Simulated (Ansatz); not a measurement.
**La2O3 (P6/mmm): response to moved atoms and strain**

How does La2O3 (P6/mmm) push back when it is distorted? Each run changes the relaxed cell in one way.

Program: Ansatz 0.2.0. Level of theory: DFT r²SCAN, scalar-relativistic, plane waves, PAW. These are calculated values, not measurements.

1 further run of the same task is left out (it didn't finish).

## Step 1: The system as given

Symmetry: P6/mmm, No. 191, hexagonal system. Conventional cell: a = 6.356 Å, b = 6.356 Å, c = 3.277 Å, α = 90.00°, β = 90.00°, γ = 120.00°. La (site symmetry -6m2) is surrounded by 6 O at 2.46 Å. O (site symmetry mmm) has 4 La at 2.46 Å as nearest neighbours.

As a file:

```
CELL_PARAMETERS angstrom
6.35612 0.00000 0.00000
-3.17806 5.50456 0.00000
0.00000 0.00000 3.27720
ATOMIC_POSITIONS crystal
La 0.33333 0.66667 0.49963
La 0.66667 0.33333 0.50037
O 0.50000 0.50000 0.00000
O 0.50000 0.00000 0.00000
O 0.00000 0.50000 0.00000
```

This cell comes from an earlier session at r²SCAN: 22.932 Å³/atom at 0.02 GPa, on a 4×4×8 mesh.

The changes: atom 2 (La) moved 0.2 Å along x; strain e2 = -0.02, atoms carried along; all atoms moved at random (σ = 0.15 Å), cell strained at random (1 %).

## Step 2: Atom 2 (La) moved 0.2 Å along x

The input, input.yaml:

```yaml
crystal:
  lattice:
    - [6.3561191124, 0.0, 0.0]
    - [-3.1780595562, 5.5045606208, 0.0]
    - [0.0, 0.0, 3.2772022344]
  atoms:
    - { symbol: La, position: [0.3333333333, 0.6666666667, 0.4996304117] }
    - { symbol: La, position: [0.698132408, 0.3333333333, 0.5003695883] }
    - { symbol: O, position: [0.5, 0.5, 0.0] }
    - { symbol: O, position: [0.5, 0.0, 0.0] }
    - { symbol: O, position: [0.0, 0.5, 0.0] }
basis:
  ecutwfc: 500
  ecutrho_ratio: 4
kpoints:
  mp_grid: { grid: [4, 4, 8] }
hamiltonian:
  xc: r2scan
scf:
  occupations: { method: gaussian, width: 0.05 }
output:
  forces: true
  stress: true
  eigenvalues: true
  write_density: true
  write_potential: true
  elf: true
  volumetric_format: npy
```

On the command line:

```console
$ ansatz run input.yaml --threads 4 --pin off --max-ram 8192MiB --backend cpu --events-out ev --progress --plain --runs-dir out
```

Output, shortened:

```text
Warning: RAYON_NUM_THREADS=4 ignored (pool sized by the plan → 4); use --threads N
[...]
Pseudopotentials: kind: paw
Pseudopotential: La, paw, valence charge 11, recommended cutoff 500 eV (meta_gga), La.paw.azcp
Pseudopotential: O, paw, valence charge 6, recommended cutoff 500 eV (meta_gga), O.paw.azcp
Functional definition: r2SCAN
[...]
Crystal: 5 atoms, lattice volume = 114.662 Å³
Basis set: ecut = 500 eV, 2873 PW (Γ), exchange–correlation on 192×192×96 points (64 copies of the dense FFT grid, shifted against one another)
Bands: 25, of which v1, the nominal top of the filled ones, is band 20 counted from 1 (19 counted from 0)
Symmetry: 1 space group operations
Space group: P1 (ITA 1), of the structure as read, at distance tolerance 4.9e-5 Å
k-points: 68 of 128 (time reversal used)
[...]
SCF iter   1: F=—  HF=-14244.006168 eV  |F-HF|=—  |Δ(HF+E_count)|=         —  Δρ=1.38e-2  dr2=3.10e-1  dr2_τ=2.04e-1  ethr=1.77e-3  ⟨swp⟩=6.8  Hψ=8790  notcnv=0
[...]
SCF iter  10: F=-14244.141866 eV  HF=-14244.141866 eV  |F-HF|=1.85e-8  |Δ(HF+E_count)|=   3.26e-8  Δρ=4.35e-6  dr2=3.20e-8  dr2_τ=3.37e-10  ethr=2.50e-10  ⟨swp⟩=18.9  Hψ=15926  notcnv=0
[...]
WARN: The input density's exchange-correlation potential varies sharply where the density is thin. Do not read a vacuum level from v_tot or v_xc, or from such a field of the output density. On a cell that repeats whose density bears no net charge and no dipole along the vacuum's axis use [...]
SCF converged after 10 iterations
Free energy (F): -14244.141866 eV
[...]
E sigma→0 (E₀):  -14244.141866 eV
Fermi energy:    6.615741 eV
[...]
--- Forces (eV/Å), atoms counted from 1 ---
  atom   1  La     1.55012524     0.14799443     0.00273347
  atom   2  La    -2.56152078    -0.30879879    -0.00383837
  atom   3  O      0.15422607     0.11697975    -0.00077502
  atom   4  O      0.37197849    -0.04589582    -0.00014503
  atom   5  O      0.48519756     0.08972301     0.00202248
[...]
--- Stress (GPa, compression-positive) ---
        0.240475       3.894564       0.007889
        3.894564       0.326919       0.001907
        0.007889       0.001907       1.408043
  P = ⅓ Tr σ = 0.6585 GPa (6.585 kbar)
--- Band table (eV; the first three rows and the last of 68) ---
  k-point 0: bands = ["-25.8999", "-25.6671", "-13.2806", "-12.3391", "-11.0925", "-9.0312", "-8.9255", "-8.2331", "-7.8647", "-7.3671", "-7.1888", "2.3306", "2.8536", "3.3381", "3.7895", "3.9055", "4.4098", "4.7798", "5.0277", "5.2478", "7.5883", "9.3346", "10.1109", "10.2195", "10.8896"]
[...]
```

It took 14 s on 4 threads of Intel Xeon at 2.80GHz (Skylake/Cascade Lake), shared host; peak memory 0.75 GiB.

In short: volume 22.932 Å³/atom, pressure 0.66 GPa, mesh gap 1.95 eV.

Forces on the atoms, as numbers:

| atom | x (eV/Å) | y (eV/Å) | z (eV/Å) |
| --- | --- | --- | --- |
| La1 | 1.550 | 0.148 | 0.003 |
| La2 | -2.562 | -0.309 | -0.004 |
| O3 | 0.154 | 0.117 | -0.001 |
| O4 | 0.372 | -0.046 | 0.000 |
| O5 | 0.485 | 0.090 | 0.002 |

Density in a lattice plane of the grid's cell (edges 6.36 and 6.36 Å, at 0.000 of the third edge), which holds O.

Ten even steps from '0' (0.00 e/Å³) to '9' (7.59 e/Å³):
```
000000000147741000000000
000000000123210000000000
000000000000000000000000
000000000000000000000000
000000000000000000000000
000000000000000000000000
000000000000000000000000
232100000001232100000001
774100000014774100000014
973100000137973100000138
741000000147741000000147
210000000123210000000123
000000000000000000000000
000000000000000000000000
000000000000000000000000
000000000000000000000000
000000000000000000000000
000000000001232100000000
000000000014774100000000
000000000037973000000000
```
Columns run along the first of these edges and rows up along the second, over one cell in 24 and 20 even steps from the bottom left corner. Atoms in the plane (fractional): O at (0.50, 0.50), O at (0.50, 0.00), O at (1.00, 0.50).

ELF in the same plane.

Ten even steps from '0' (0.00) to '9' (0.82):
```
000001368997799853100000
000001368999997520000000
000000247898753100000000
010000023443210001110000
233210000000001334310001
666641000001256765410014
899862000014799986310147
999973000269999986201479
779972002699779984003799
269951026996269961015996
799730048997799720027997
997410268999996200037999
874101368999851000026899
641001456765210000013676
310001333210000000001233
000001110001234431000011
000000000135789874200000
000000002579999986310000
000000135899779986410000
000001357996269975310000
```
Columns run along the first of these edges and rows up along the second, over one cell in 24 and 20 even steps from the bottom left corner. Atoms in the plane (fractional): O at (0.50, 0.50), O at (0.50, 0.00), O at (1.00, 0.50).

Both are smooth fields of the valence electrons: close to the nuclei they are not physical.

Maxima of ELF outside the ion cores: 0.83 in the shell around O, 0.6 Å from O.

ELF in the plane through atom 2 (La) and two of its nearest O neighbours, 7.2 Å on a side, that atom in the middle and its first bond to the right.

Ten even steps from ' ' (0.00) to '@' (0.88):
```
    ..::::::::..    ..::::--::..    ..--++**++--..
  ::**%%%%%%##==....==****++==..  --%%@@@@@@@@@@==
..**@@%%****%%%%----%%@@%%@@%%++..##@@##--++@@@@**
::%%@@==    **%%====%%##--**@@**..##@@==  ..##@@**
::%%@@##--==%%%%----%%@@##%%@@**::++@@%%**##@@@@==
..**@@@@@@@@@@##....++##%%##**--  ::**%%@@@@%%++..
  ..==****++--..    ..::::::..      ....::::..    
                  ==%%%%%%%%%%==..--**####**==....
                --%%@@##==**@@##::++@@%%%%@@%%--::
                ==@@%%..  ::%%%%::**@@**--%%@@==--
                ==@@@@##==##@@##::++@@%%%%@@%%==::
                ::##@@@@@@@@%%==..::++**##**==::  
                  ..--====--..    ..::------..    
                                ::##@@@@@@@@##--..
                              ..++@@%%----##@@++::
                              ..##@@**    ==%%**--
                              ..**@@@@##**%%@@++::
                                --%%@@@@@@@@**::  
                                  ..------::..    
```
Atoms in the plane (Å from the middle): La (-2.3, 2.3), La (0.0, 0.0), La (2.3, -2.3), La (2.5, 2.5), O (0.0, 2.3), O (2.3, 0.0).

## Step 3: Strain e2 = -0.02, atoms carried along

The input, input.yaml:

```yaml
crystal:
  lattice:
    - [6.3561191124, 0.0, 0.0]
    - [-3.1780595562, 5.3944694084, 0.0]
    - [0.0, 0.0, 3.2772022344]
  atoms:
    - { symbol: La, position: [0.3333333333, 0.6666666667, 0.4996304117] }
    - { symbol: La, position: [0.6666666667, 0.3333333333, 0.5003695883] }
    - { symbol: O, position: [0.5, 0.5, 0.0] }
    - { symbol: O, position: [0.5, 0.0, 0.0] }
    - { symbol: O, position: [0.0, 0.5, 0.0] }
basis:
  ecutwfc: 500
  ecutrho_ratio: 4
kpoints:
  mp_grid: { grid: [4, 4, 8] }
hamiltonian:
  xc: r2scan
scf:
  occupations: { method: gaussian, width: 0.05 }
output:
  forces: true
  stress: true
  eigenvalues: true
```

On the command line:

```console
$ ansatz run input.yaml --threads 4 --pin off --max-ram 8192MiB --backend cpu --events-out ev --progress --plain --runs-dir out
```

Output, shortened:

```text
Warning: RAYON_NUM_THREADS=4 ignored (pool sized by the plan → 4); use --threads N
[...]
Pseudopotentials: kind: paw
Pseudopotential: La, paw, valence charge 11, recommended cutoff 500 eV (meta_gga), La.paw.azcp
Pseudopotential: O, paw, valence charge 6, recommended cutoff 500 eV (meta_gga), O.paw.azcp
Functional definition: r2SCAN
[...]
Crystal: 5 atoms, lattice volume = 112.368 Å³
Basis set: ecut = 500 eV, 2835 PW (Γ), exchange–correlation on 192×192×96 points (64 copies of the dense FFT grid, shifted against one another)
Bands: 25, of which v1, the nominal top of the filled ones, is band 20 counted from 1 (19 counted from 0)
Symmetry: 4 space group operations
Space group: C2/m (ITA 12), of the structure as read, at distance tolerance 4.8e-5 Å
k-points: 44 of 128
[...]
SCF iter   1: F=—  HF=-14244.230052 eV  |F-HF|=—  |Δ(HF+E_count)|=         —  Δρ=1.35e-2  dr2=2.81e-1  dr2_τ=2.05e-1  ethr=1.77e-3  ⟨swp⟩=6.8  Hψ=5605  notcnv=0
[...]
SCF iter   8: F=-14244.378595 eV  HF=-14244.378595 eV  |F-HF|=1.05e-8  |Δ(HF+E_count)|=   5.53e-6  Δρ=4.13e-6  dr2=7.16e-8  dr2_τ=6.14e-10  ethr=2.50e-10  ⟨swp⟩=14.0  Hψ=7568  notcnv=0
[...]
SCF converged after 8 iterations
Free energy (F): -14244.378595 eV
[...]
E sigma→0 (E₀):  -14244.378595 eV
Fermi energy:    6.816656 eV
[...]
--- Forces (eV/Å), atoms counted from 1 ---
  atom   1  La     0.00000000    -0.30048158     0.00353147
  atom   2  La     0.00000000     0.30048158    -0.00353147
  atom   3  O      0.00000000     0.00000000     0.00000000
  atom   4  O      0.00000000     0.00000000     0.00000000
  atom   5  O      0.00000000     0.00000000    -0.00000000
[...]
--- Stress (GPa, compression-positive) ---
        1.014576       0.000000       0.000000
        0.000000       2.922424      -0.001601
        0.000000      -0.001601       1.278383
  P = ⅓ Tr σ = 1.7385 GPa (17.385 kbar)
--- Band table (eV; the first three rows and the last of 44) ---
[... band rows left out ...]
[...]
```

It took 4.6 s on 4 threads of Intel Xeon at 2.80GHz (Skylake/Cascade Lake), shared host; peak memory 0.76 GiB.

In short: volume 22.474 Å³/atom, pressure 1.74 GPa, mesh gap 1.83 eV.

Forces on the atoms, as numbers:

```csv
atom,x (eV/Å),y (eV/Å),z (eV/Å)
La1,0.000,-0.300,0.004
La2,0.000,0.300,-0.004
```

## Step 4: All atoms moved at random (σ = 0.15 Å), cell strained at random (1 %)

The input, input.yaml:

```yaml
crystal:
  lattice:
    - [6.2680832379, -0.01663092, 0.0722238491]
    - [-3.1484444182, 5.5301881512, -0.0333463828]
    - [0.0372384714, 0.0016464964, 3.2742587878]
  atoms:
    - { symbol: La, position: [0.3587738318, 0.6894920591, 0.4663247175] }
    - { symbol: La, position: [0.6493538979, 0.3087317221, 0.4606792375] }
    - { symbol: O, position: [0.5048137224, 0.4695311893, 0.0543203701] }
    - { symbol: O, position: [0.5317839089, 0.0313410991, 0.0115898755] }
    - { symbol: O, position: [-0.044725361, 0.5009039304, 0.0070857994] }
basis:
  ecutwfc: 500
  ecutrho_ratio: 4
kpoints:
  mp_grid: { grid: [4, 4, 8] }
hamiltonian:
  xc: r2scan
scf:
  occupations: { method: gaussian, width: 0.05 }
output:
  forces: true
  stress: true
  eigenvalues: true
```

On the command line:

```console
$ ansatz run input.yaml --threads 4 --pin off --max-ram 8192MiB --backend cpu --events-out ev --progress --plain --runs-dir out
```

Output, shortened:

```text
Warning: RAYON_NUM_THREADS=4 ignored (pool sized by the plan → 4); use --threads N
[...]
Pseudopotentials: kind: paw
Pseudopotential: La, paw, valence charge 11, recommended cutoff 500 eV (meta_gga), La.paw.azcp
Pseudopotential: O, paw, valence charge 6, recommended cutoff 500 eV (meta_gga), O.paw.azcp
Functional definition: r2SCAN
[...]
Crystal: 5 atoms, lattice volume = 113.312 Å³
Basis set: ecut = 500 eV, 2847 PW (Γ), exchange–correlation on 192×192×96 points (64 copies of the dense FFT grid, shifted against one another)
Bands: 25, of which v1, the nominal top of the filled ones, is band 20 counted from 1 (19 counted from 0)
Symmetry: 1 space group operations
Space group: P1 (ITA 1), of the structure as read, at distance tolerance 4.8e-5 Å
k-points: 68 of 128 (time reversal used)
[...]
SCF iter   1: F=—  HF=-14242.402878 eV  |F-HF|=—  |Δ(HF+E_count)|=         —  Δρ=1.48e-2  dr2=3.71e-1  dr2_τ=2.44e-1  ethr=1.77e-3  ⟨swp⟩=6.1  Hψ=8721  notcnv=0
[...]
SCF iter  10: F=-14242.552864 eV  HF=-14242.552864 eV  |F-HF|=1.38e-8  |Δ(HF+E_count)|=   2.14e-8  Δρ=5.85e-6  dr2=6.99e-8  dr2_τ=1.44e-9  ethr=2.50e-10  ⟨swp⟩=6.8  Hψ=8970  notcnv=0
[...]
SCF converged after 10 iterations
Free energy (F): -14242.552864 eV
[...]
E sigma→0 (E₀):  -14242.552864 eV
Fermi energy:    6.965625 eV
[...]
--- Forces (eV/Å), atoms counted from 1 ---
  atom   1  La    -0.89323599    -1.90680465    -0.12743554
  atom   2  La     0.98307979     2.85749921     2.91753617
  atom   3  O     -3.70142080     2.18077153    -1.04631496
  atom   4  O      0.25181408    -4.77760848    -1.19832297
  atom   5  O      3.35976204     1.64616443    -0.54543874
[...]
--- Stress (GPa, compression-positive) ---
        0.709336      -2.555567       1.076762
       -2.555567       9.050089      -0.053883
        1.076762      -0.053883      10.880457
  P = ⅓ Tr σ = 6.8800 GPa (68.800 kbar)
--- Band table (eV; the first three rows and the last of 68) ---
[... band rows left out ...]
[...]
```

Wall time 10 s (4 threads of Intel Xeon at 2.80GHz (Skylake/Cascade Lake), shared host); peak memory 0.71 GiB.

Result: volume 22.662 Å³/atom, pressure 6.88 GPa, gap on the mesh 1.60 eV.

Forces on the atoms, as numbers:

| atom | x (eV/Å) | y (eV/Å) | z (eV/Å) |
| --- | --- | --- | --- |
| La1 | -0.893 | -1.907 | -0.127 |
| La2 | 0.983 | 2.857 | 2.918 |
| O3 | -3.701 | 2.181 | -1.046 |
| O4 | 0.252 | -4.778 | -1.198 |
| O5 | 3.360 | 1.646 | -0.545 |

## Step 5: The distortions side by side

| change | change of free energy (meV/atom) | largest force (eV/Å) | largest change of stress (GPa) |
| --- | --- | --- | --- |
| atom 2 (La) moved 0.2 Å along x | 51.46 | 2.580 | 3.89 |
| strain e2 = -0.02, atoms carried along | 4.11 | 0.301 | 2.94 |
| all atoms moved at random (σ = 0.15 Å), cell strained at random (1 %) | 369.26 | 4.932 | 10.77 |

Moving atom 2 by 0.20 Å meets a restoring force of 2.562 eV/Å along the move, a force constant of about 12.8 eV/Å². The strain e2 = -0.02 changes that stress component by +2.94 GPa (compression positive), a ratio of 147 GPa; that is a secant over a finite strain with the atoms carried along, not the elastic constant. No change lowers the energy by more than 0.5 meV/atom; other distortions weren't tried.
